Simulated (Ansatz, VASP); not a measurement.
## PtSe2 in VASP and in Ansatz

File INCAR:

```
ALGO = Normal
EDIFF = 1E-6
ENCUT = 520
GGA = PE
ISIF = 2
ISMEAR = 0
IVDW = 12
LASPH = True
LCHARG = True
LELF = True
LREAL = False
LVHAR = True
LWAVE = False
NBANDS = 18
NELM = 100
PREC = Accurate
SIGMA = 0.15
```

Contents of KPOINTS:

```
k-points
0
Gamma
  12 12 8
```

POSCAR

```
PtSe2
1.0
    3.8231475509      0.0000000000      0.0000000000
   -1.9115737755      3.3109429015      0.0000000000
    0.0000000000      0.0000000000      4.6925313040
Pt Se
1 2
Direct
    0.0000000000      0.0000000000      0.0000000000
    0.3333333333      0.6666666667      0.2969401033
    0.6666666667      0.3333333333      0.7030598967
```

Input for Ansatz:

```yaml
crystal:
  lattice:
    - [3.8231475509, 0.0, 0.0]
    - [-1.9115737755, 3.3109429015, 0.0]
    - [0.0, 0.0, 4.692531304]
  atoms:
    - { symbol: Pt, position: [0.0, 0.0, 0.0] }
    - { symbol: Se, position: [0.3333333333, 0.6666666667, 0.2969401033] }
    - { symbol: Se, position: [0.6666666667, 0.3333333333, 0.7030598967] }
basis:
  ecutwfc: 420
kpoints:
  mp_grid: { grid: [12, 12, 8] }
hamiltonian:
  xc: pbe
  pseudopotentials: { kind: paw, azcp: { folder: soft_1 } }
  dispersion: d3bj
scf:
  occupations: { method: gaussian, width: 0.15 }
output:
  forces: true
  stress: true
  eigenvalues: true
```

Alike in both runs: task single point; functional PBE; dispersion D3(BJ); k mesh 12 × 12 × 8; occupations gaussian, width 0.15 eV; no spin polarisation.

|  | VASP | Ansatz |
| --- | --- | --- |
| version | VASP 6.6.1 | Ansatz 0.2.0 |
| potentials or method | VASP PAW PBE potentials, release 64 (Pt, Se) | scalar-relativistic, plane waves, PAW |
| plane-wave cutoff (eV) | 520 | 420 |
| valence electrons in the cell | 22 | 50 |

```tsv
	VASP	Ansatz	Ansatz less VASP
gap on the k mesh at the Fermi level (eV)	none	none	-
pressure (GPa)	-6.8	-6.8	+0.04
largest component of the traceless stress (GPa)	1.03	1.02	-0.009
rms of the force components (eV/Å)	0.726	0.728	+0.0025
```

Atom by atom the forces differ by 0.002 eV/Å (rms over components). A gap of «none» marks a metal or a gap that the smearing closes. The two sets of potentials don't hold the same shells in valence.

Caveats: pairwise dispersion overbinds metals, which lowers pressure and volume; forces of over 1 eV/Å show positions far from the minimum, so gaps and moduli don't describe the material at rest. Spin-orbit coupling is left out, which matters for the levels of Pt.
